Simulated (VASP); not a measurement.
Input of a VASP 6.6.1 run:

Contents of POSCAR:

```
Pd
1.0
    1.3751576790      0.7939476562      4.5337762843
   -1.3751576790      0.7939476562      4.5337762843
    0.0000000000     -1.5878953122      4.5337762843
Pd
2
Direct
    0.2500169509      0.2500169509      0.2500169509
    0.7499830491      0.7499830491      0.7499830491
```

Contents of INCAR.step1:

```
PREC = Accurate ; ENCUT = 520
ISMEAR = 0 ; SIGMA = 0.1
LREAL = F ; LASPH = T
NELM = 100 ; NBANDS = 17
GGA = PE ; ALGO = Normal
EDIFF = 1E-4 ; LWAVE = T
LCHARG = F
```

Contents of INCAR.step2:

```
PREC = Accurate ; ENCUT = 520
EDIFF = 1E-7 ; ISMEAR = 0
SIGMA = 0.1 ; LREAL = F
LASPH = T ; NELM = 100
ALGO = Normal ; ISIF = 2
LWAVE = F ; LCHARG = F
METAGGA = R2SCAN ; LMIXTAU = T
NBANDS = 17 ; ISTART = 1
```

KPOINTS

```
regular mesh
0
Gamma
  6 6 6
```

Potentials or basis: VASP PAW PBE potentials, release 64 (Pd).

Run with:

```console
$ cat potpaw_PBE.64/Pd/POTCAR > POTCAR
$ cp INCAR.step1 INCAR
$ mpirun -np 1 vasp_std > vasp.out
$ cp INCAR.step2 INCAR
$ mpirun -np 1 vasp_std > vasp.out
```

Predict the band gap on the k mesh.

none (metal or under the smearing width).

Predict the pressure.

0.7 GPa.

Forces in eV/Å, atoms in the order of the input:
```
Pd   0.000  0.000 -0.005
Pd   0.000  0.000  0.005
```

Caveat: the k mesh is coarse (spacing up to 0.45 Å⁻¹), so the values aren't converged; the PAW data sets were made with another functional, which shifts forces and pressure a little.
